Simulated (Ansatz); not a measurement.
Rows from a G0W0 calculation on F on the O site (charge +1) in SnO2 (24-atom cell) (Ansatz 0.2.0; G0W0 on LDA, plane waves, PAW; 3×3×2 mesh, 554 empty bands, screening to 130 eV), in eV. Spin-orbit coupling is left out.

```tsv
row	k	band	start	Σx	Σc at the solution	Vxc
A	Γ	v1	9.072	-27.061	5.390	-21.169
B	Γ	c2	13.770	-14.535	-4.204	-20.356
C	Γ	c3	13.830	-14.585	-4.237	-20.454
D	Γ	v3	8.356	-26.393	5.024	-20.928
E	Γ	v2	8.364	-26.399	5.015	-20.938
F	Γ	c1	10.089	-14.578	-3.297	-19.042
```

Q: Give the quasiparticle energies and the shift of each level.

The quasiparticle equation reads E = start + Σx + Σc(E) − Vxc.

```tsv
row	E (eV)	shift (eV)
A	8.569	−0.502
B	15.388	+1.618
C	15.462	+1.632
D	7.914	−0.441
E	7.918	−0.446
F	11.256	+1.167
```

The gap over the computed points goes from 1.02 eV to 2.69 eV.

Limits: not at the basis limit; charged cell, levels uncorrected; no spin-orbit coupling; coarse k mesh.

[Paths, hosts, dates, memory and timing lines, banners, echoed tables and standing remarks are left out of the program output.]

[Logs are printed without paths, hosts, clocks, repeated set-up lines and the standing remarks that a program may print on its own settings, such as how far it seeks lower states.]

[Runs of the session that timed out or met a known fault of the program may be left out.]

[Cells called generated may have been cut or substituted from an entry of the Crystallography Open Database or the Materials Project.]

[Hosts, paths, dates, database ids (printed as entryN), source tags and the programs' standing remarks are cut or masked in the printed files.]
